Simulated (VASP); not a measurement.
# BN in VASP: notebook

Runs on BN. Level: r2SCAN+rVV10. Tasks: relaxation of cell and atoms.

All numbers are computed with VASP 6.6.1; they aren't measurements. Logs are shortened: lines on timing, memory, paths and dates and some standing lists are left out, and cuts for length are marked.

## 1. Starting point

The cell holds a slab with vacuum, 2 atoms: a = 2.498 Å, b = 2.498 Å, c = 18.000 Å, α = 90.00°, β = 90.00°, γ = 120.00°.

## 2. Relaxation of cell and atoms, r2SCAN+rVV10

INCAR

```
PREC = Accurate ; ENCUT = 600
EDIFF = 1E-6 ; ISMEAR = 0
SIGMA = 0.03 ; LREAL = False
LASPH = True ; NELM = 120
ALGO = Normal ; ISIF = 3
LWAVE = False ; LCHARG = False
METAGGA = R2SCAN ; LMIXTAU = True
LUSE_VDW = True ; IVDW_NL = 2
BPARAM = 11.95 ; CPARAM = 0.0093
IBRION = 2 ; NSW = 90
EDIFFG = -0.01 ; LATTICE_CONSTRAINTS = .TRUE. .TRUE. .FALSE.
```

KPOINTS

```
Automatic mesh
0
Gamma
  15 15 1
```

POSCAR

```
BN
1.0
    2.4982400000      0.0000000000      0.0000000000
   -1.2491200000      2.1635393000      0.0000000000
    0.0000000000      0.0000000000     18.0000000000
B N
1 1
Direct
    0.6666666700      0.3333333300      0.5000000000
    0.3333333300      0.6666666700      0.5000000000
```

Potentials or basis: VASP PAW PBE potentials, release 64 (B, N).

Command:

```bash
> cat potpaw_PBE.64/B/POTCAR potpaw_PBE.64/N/POTCAR > POTCAR
> mpirun -np 1 vasp_std > vasp.out
```

OUTCAR:

```text
PREC = Accurate
   ENCUT = 600
   EDIFF = 1E-6
   ISMEAR = 0
   LREAL = False
   LASPH = True
   NELM = 120
   ISIF = 3
   METAGGA = R2SCAN
   IVDW_NL = 2
   BPARAM = 11.95
   IBRION = 2
   NSW = 90
   EDIFFG = -0.01

 ion  position               nearest neighbor table
   1  0.667  0.333  0.500-   2 1.44   2 1.44   2 1.44
   2  0.333  0.667  0.500-   1 1.44   1 1.44   1 1.44

  LATTYP: Found a hexagonal cell.
 ALAT       =     2.4982400000
 C/A-ratio  =     7.2050723709

  Lattice vectors:

 A1 = (   2.4982400000,   0.0000000000,   0.0000000000)
 A2 = (  -1.2491200000,   2.1635393000,   0.0000000000)
 A3 = (   0.0000000000,   0.0000000000,  18.0000000000)

Analysis of symmetry for initial positions (statically):
=====================================================================
 Subroutine PRICEL returns:
 Original cell was already a primitive cell.

 Routine SETGRP: Setting up the symmetry group for a
 hexagonal supercell.

 Subroutine GETGRP returns: Found 12 space group operations
 (whereof 12 operations were pure point group operations)
 out of a pool of 24 trial point group operations.

The static configuration has the point symmetry D_3h.

Analysis of symmetry for dynamics (positions and initial velocities):
=====================================================================
 Subroutine PRICEL returns:
 Original cell was already a primitive cell.

 Routine SETGRP: Setting up the symmetry group for a
 hexagonal supercell.

 Subroutine GETGRP returns: Found 12 space group operations
 (whereof 12 operations were pure point group operations)
 out of a pool of 24 trial point group operations.

The dynamic configuration has the point symmetry D_3h.

 Subroutine INISYM returns: Found 12 space group operations
 (whereof 12 operations are pure point group operations),
 and found     1 'primitive' translations

----------------------------------------------------------------------------------------

                                     Primitive cell

  volume of cell :      97.2907

  direct lattice vectors                    reciprocal lattice vectors
     2.498240000  0.000000000  0.000000000     0.400281798  0.231102805  0.000000000
    -1.249120000  2.163539300  0.000000000     0.000000000  0.462205609  0.000000000
     0.000000000  0.000000000 18.000000000     0.000000000  0.000000000  0.055555556

  length of vectors
     2.498240000  2.498239996 18.000000000     0.462205608  0.462205609  0.055555556
[... 94 lines left out ...]
   EMIN   =  10.00;   EMAX   =-10.00  energy-range for DOS
   EFERMI =   0.00;   METHOD = LEGACY
   ISMEAR =     0;   SIGMA  =   0.03  broadening in eV -4-tet -1-fermi 0-gaus
   EFERMI_NEDOS =   21; number of points for ismear=-14 and -15
   IALGO  =     38    algorithm
   IMIX   =      4    mixing-type and parameters
     AMIX     =   0.40;   BMIX     =  1.00
     AMIX_MAG =   1.60;   BMIX_MAG =  1.00
  volume/ion in A,a.u.               =      48.65       328.28
  Fermi-wavevector in a.u.,A,eV,Ry     =   0.711892  1.345282  6.895307  0.506791
  Thomas-Fermi vector in A             =   1.799124
   LORBIT       =      0    0 simple, 1 ext, 2 COOP (PROOUT), +10 PAW based schemes
   METAGGA = R2SCAN    functional components
   LHFCALC =     F    Hartree Fock is set to
   AEXX    =    0.0000 exact exchange contribution
   IVDW_NL    =     2    kernel type
   BPARAM     =11.9500
   IVDW    =     0    specifies the selected vdW correction
   LEPSILON=     F    determine dielectric tensor
   LRPA    =     F    only Hartree local field effects (RPA)
 conjugate gradient relaxation of ions
 non-spin polarized calculation
 Gauss-broadening in eV      SIGMA  =   0.03
  energy-cutoff  :      600.00
  volume of cell :       97.29
 maximum number of plane-waves:      3293
 NGX is ok and might be reduce to    20
   NGX =  9   NGY =  9   NGZ = 71

--------------------------------------- Ionic step        1  -------------------------------------------

 number of electron       8.0000000 magnetization

 Free energy of the ion-electron system (eV)
  ---------------------------------------------------
  ext. energy  EPLUGINS =         0.00000000
  ---------------------------------------------------
  free energy    TOTEN  =       -19.00204300 eV

  energy without entropy =      -19.00204300  energy(sigma->0) =      -19.00204300

------------------------ aborting loop because EDIFF is reached ----------------------------------------

  FORCE on cell =-STRESS in cart. coord.  units (eV):
  Direction    XX          YY          ZZ          XY          YZ          ZX
  --------------------------------------------------------------------------------------
  -------------------------------------------------------------------------------------
  Total        0.1495620      0.1495620     -0.0181669      0.0000000      0.0000000      0.0000000
  in kB        2.4629775      2.4629775     -0.2991713      0.0000000      0.0000000      0.0000000
  external PRESSURE =       1.5422613 kB  Pullay stress =       0.0000000 kB
[... 59 lines left out ...]
--------------------------------------- Ionic step        3  -------------------------------------------

 number of electron       8.0000000 magnetization

 Free energy of the ion-electron system (eV)
  ---------------------------------------------------
  ext. energy  EPLUGINS =         0.00000000
  ---------------------------------------------------
  free energy    TOTEN  =       -19.00221995 eV

  energy without entropy =      -19.00221995  energy(sigma->0) =      -19.00221995

 E-fermi :  -4.4152     XC(G=0):  -2.3178

 val. band max:       -4.5373204617   @ k =   0.3333   0.3333   0.0000
 cond. band min:       0.6602603163   @ k =   0.0000   0.0000   0.0000
 fundamental gap:      5.1975807780
 Fermi energy:        -4.4152498671

 k-point     1 :       0.0000    0.0000    0.0000
  band No.  band energies     occupation
      1     -23.2323      2.00000
      2      -9.9513      2.00000
      3      -5.8937      2.00000
      4      -5.8937      2.00000
      5       0.6603      0.00000
      6       1.5792      0.00000
      7       1.8188      0.00000
      8       3.0871      0.00000
[... 243 lines left out ...]
 k-point    24 :       0.4000    0.2000    0.0000
  band No.  band energies     occupation
      1     -19.6996      2.00000
      2     -13.3158      2.00000
      3     -10.6997      2.00000
      4      -4.9405      2.00000
      5       0.9977      0.00000
      6       8.4455      0.00000
      7       9.1338      0.00000
      8       9.4662      0.00000

 [... further k-points ...]
[... 5 lines left out ...]
  --------------------------------------------------------------------------------------
  -------------------------------------------------------------------------------------
  Total        0.0015774      0.0015774     -0.0169894      0.0000000      0.0000000      0.0000000
  in kB        0.0259142      0.0259142     -0.2791173      0.0000000      0.0000000      0.0000000
  external PRESSURE =      -0.0757629 kB  Pullay stress =       0.0000000 kB
[... 17 lines left out ...]
  FREE ENERGIE OF THE ION-ELECTRON SYSTEM (eV)
  ---------------------------------------------------
  free  energy   TOTEN  =       -19.0022199498 eV

  energy  without entropy=      -19.0022199498  energy(sigma->0) =      -19.00221995

 reached required accuracy - stopping structural energy minimisation
```

CONTCAR:

```text
BN
   1.00000000000000
     2.5012026931207854    0.0000000000000000    0.0000000000000000
    -1.2506013465603927    2.1661050674893167    0.0000000000000000
     0.0000000000000000    0.0000000000000000   18.0000000000000000
  B               N
     1     1
Direct
     0.6666666699999979    0.3333333300000021    0.5000000000000000
     0.3333333300000021    0.6666666699999979    0.5000000000000000

  0.00000000E+00  0.00000000E+00  0.00000000E+00
  0.00000000E+00  0.00000000E+00  0.00000000E+00
```

It took 22 min on 1 thread of Intel Xeon Platinum 8375C at 2.90GHz (Ice Lake), shared host; peak memory 0.46 GiB.

Results:

```
Free energy                            : -19.0022 eV
Relaxed volume                         : 48.76 Å³/atom
Relaxed cell                           : a = 2.501 Å, b = 2.501 Å, c = 18.000 Å, α = 90.00°, β = 90.00°, γ = 120.00°
Space group after relaxing (to 0.05 Å) : P-6m2 (No. 187)
Energy gained by relaxing              : 0.1 meV/atom
Ionic steps                            : 3
Band gap on the k mesh                 : 5.20 eV, indirect (least direct gap 5.42 eV)
```

The path:
```csv
step,energy change (eV),largest force (eV/Å),pressure (GPa),volume (Å³)
1,0.0000,0.0000,0.15,97.29
2,0.0006,0.0000,-0.34,97.99
3,-0.0002,0.0000,-0.01,97.52
```

Final structure:
```
B N
1.0
     2.50120    0.00000    0.00000
    -1.25060    2.16611    0.00000
     0.00000    0.00000   18.00000
B N
1 1
Cartesian
  1.2506 0.7220 9.0000
  0.0000 1.4441 9.0000
```

Levels at points of the mesh, in eV from the valence-band top:
| k point | band 1 | band 2 | band 3 | band 4 | band 5 | band 6 | band 7 | band 8 |
| --- | --- | --- | --- | --- | --- | --- | --- | --- |
| (0.00, 0.00, 0.00) | -18.70 | -5.41 | -1.36 | -1.36 | 5.20 | 6.12 | 6.36 | 7.62 |

Caveat: the PAW data sets were made with another functional, which shifts forces and pressure a little.

## 3. Relaxation of cell and atoms, r2SCAN+rVV10

This run uses another cell than the first one, of 48.76 Å³/atom, 1.002 times its volume.

INCAR

```
PREC = Accurate ; ENCUT = 600
EDIFF = 1E-7 ; ISMEAR = 0
SIGMA = 0.03 ; LREAL = False
LASPH = True ; NELM = 120
ALGO = Normal ; ISIF = 3
LWAVE = False ; LCHARG = False
METAGGA = R2SCAN ; LMIXTAU = True
LUSE_VDW = True ; IVDW_NL = 2
BPARAM = 11.95 ; CPARAM = 0.0093
IBRION = 2 ; NSW = 90
EDIFFG = -0.005 ; LATTICE_CONSTRAINTS = .TRUE. .TRUE. .FALSE.
```

KPOINTS is that of step 2.

POSCAR

```
BN                                      
1.0
    2.5012026931      0.0000000000      0.0000000000
   -1.2506013466      2.1661050675      0.0000000000
    0.0000000000      0.0000000000     18.0000000000
  B               N             
     1     1
Direct
     0.6666666699999979    0.3333333300000021    0.5000000000000000
     0.3333333300000021    0.6666666699999979    0.5000000000000000
```

Potentials or basis: VASP PAW PBE potentials, release 64 (B, N).

Command:

```bash
> cat potpaw_PBE.64/B/POTCAR potpaw_PBE.64/N/POTCAR > POTCAR
> mpirun -np 1 vasp_std > vasp.out
```

OUTCAR:

```text
PREC = Accurate
   ENCUT = 600
   EDIFF = 1E-7
   ISMEAR = 0
   LREAL = False
   LASPH = True
   NELM = 120
   ISIF = 3
   METAGGA = R2SCAN
   IVDW_NL = 2
   BPARAM = 11.95
   IBRION = 2
   NSW = 90
   EDIFFG = -0.005

 ion  position               nearest neighbor table
   1  0.667  0.333  0.500-   2 1.44   2 1.44   2 1.44
   2  0.333  0.667  0.500-   1 1.44   1 1.44   1 1.44

  LATTYP: Found a hexagonal cell.
 ALAT       =     2.5012026931
 C/A-ratio  =     7.1965379094

  Lattice vectors:

 A1 = (   2.5012026931,   0.0000000000,   0.0000000000)
 A2 = (  -1.2506013466,   2.1661050675,   0.0000000000)
 A3 = (   0.0000000000,   0.0000000000,  18.0000000000)

Analysis of symmetry for initial positions (statically):
=====================================================================
 Subroutine PRICEL returns:
 Original cell was already a primitive cell.

 Routine SETGRP: Setting up the symmetry group for a
 hexagonal supercell.

 Subroutine GETGRP returns: Found 12 space group operations
[... 166 lines left out ...]
  free energy    TOTEN  =       -19.00227321 eV

  energy without entropy =      -19.00227321  energy(sigma->0) =      -19.00227321

 E-fermi :  -4.3085     XC(G=0):  -2.3172

 val. band max:       -4.5371460291   @ k =   0.3333   0.3333   0.0000
 cond. band min:       0.6572805415   @ k =   0.0000   0.0000   0.0000
 fundamental gap:      5.1944265707
 Fermi energy:        -4.3084811083

 k-point     1 :       0.0000    0.0000    0.0000
  band No.  band energies     occupation
      1     -23.2322      2.00000
      2      -9.9511      2.00000
      3      -5.8935      2.00000
      4      -5.8935      2.00000
      5       0.6573      0.00000
      6       1.5718      0.00000
      7       1.8306      0.00000
      8       3.0889      0.00000
[... 243 lines left out ...]
 k-point    24 :       0.4000    0.2000    0.0000
  band No.  band energies     occupation
      1     -19.6994      2.00000
      2     -13.3157      2.00000
      3     -10.6995      2.00000
      4      -4.9403      2.00000
      5       0.9977      0.00000
      6       8.4440      0.00000
      7       9.1303      0.00000
      8       9.4606      0.00000

 [... further k-points ...]
[... 5 lines left out ...]
  --------------------------------------------------------------------------------------
  -------------------------------------------------------------------------------------
  Total        0.0010473      0.0010473     -0.0176219     -0.0000000      0.0000000      0.0000000
  in kB        0.0172052      0.0172052     -0.2895086     -0.0000000      0.0000000      0.0000000
  external PRESSURE =      -0.0850327 kB  Pullay stress =       0.0000000 kB

 VOLUME and BASIS-vectors are now :
 -----------------------------------------------------------------------------
  energy-cutoff  :      600.00
  volume of cell :       97.52
      direct lattice vectors                 reciprocal lattice vectors
     2.501202693  0.000000000  0.000000000     0.399807662  0.230829062  0.000000000
    -1.250601347  2.166105068  0.000000000     0.000000000  0.461658123  0.000000000
     0.000000000  0.000000000 18.000000000     0.000000000  0.000000000  0.055555556

 POSITION                                       TOTAL-FORCE (eV/Angst)
 -----------------------------------------------------------------------------------
      1.25060      0.72204      9.00000        -0.000000      0.000000      0.000000
     -0.00000      1.44407      9.00000         0.000000     -0.000000      0.000000
 -----------------------------------------------------------------------------------
    total drift:                                0.000010     -0.000006      0.000000

  FREE ENERGIE OF THE ION-ELECTRON SYSTEM (eV)
  ---------------------------------------------------
  free  energy   TOTEN  =       -19.0022732129 eV

  energy  without entropy=      -19.0022732129  energy(sigma->0) =      -19.00227321

 reached required accuracy - stopping structural energy minimisation
```

OSZICAR:

```text
N       E                     dE             d eps       ncg     rms          rms(c)
DAV:   1     0.643351063332E+02    0.64335E+02   -0.36406E+03   432   0.822E+02
DAV:   2    -0.177722990111E+02   -0.82107E+02   -0.67831E+02   616   0.154E+02
DAV:   3    -0.231861268920E+02   -0.54138E+01   -0.54138E+01   616   0.643E+01
[... 38 lines left out ...]
DAV:  42    -0.190022729609E+02   -0.27367E-05   -0.51540E-07   432   0.101E-02    0.845E-04
DAV:  43    -0.190022736767E+02   -0.71579E-06   -0.20883E-07   432   0.681E-03    0.486E-04
DAV:  44    -0.190022734421E+02    0.23460E-06   -0.12063E-07   432   0.539E-03    0.266E-04
DAV:  45    -0.190022732000E+02    0.24204E-06   -0.12386E-07   432   0.628E-03    0.945E-05
DAV:  46    -0.190022732129E+02   -0.12852E-07   -0.10821E-08   464   0.163E-03
   1 F= -.19002273E+02 E0= -.19002273E+02  d E =-.190023E+02
```

Run time: 12 min. Hardware: 1 thread of Intel Xeon Platinum 8375C at 2.90GHz (Ice Lake), shared host; peak memory 0.46 GiB.

What came out:

```
Free energy            : -19.0023 eV
Band gap on the k mesh : 5.19 eV, indirect (least direct gap 5.42 eV)
```

Final structure:
```
B N
1.0
     2.50120    0.00000    0.00000
    -1.25060    2.16611    0.00000
     0.00000    0.00000   18.00000
B N
1 1
Direct
  0.66667 0.33333 0.50000
  0.33333 0.66667 0.50000
```

Levels at points of the mesh, in eV from the valence-band top:
```csv
k point,band 2,band 3,band 4,band 5,band 6,band 7
"(0.00, 0.00, 0.00)",-5.41,-1.36,-1.36,5.19,6.11,6.37
```

Caveat: the relaxation stopped at its first step, so nothing moved; the PAW data sets were made with another functional, which shifts forces and pressure a little. r2SCAN opens gaps a little over a GGA but as a rule still falls short of measured ones.
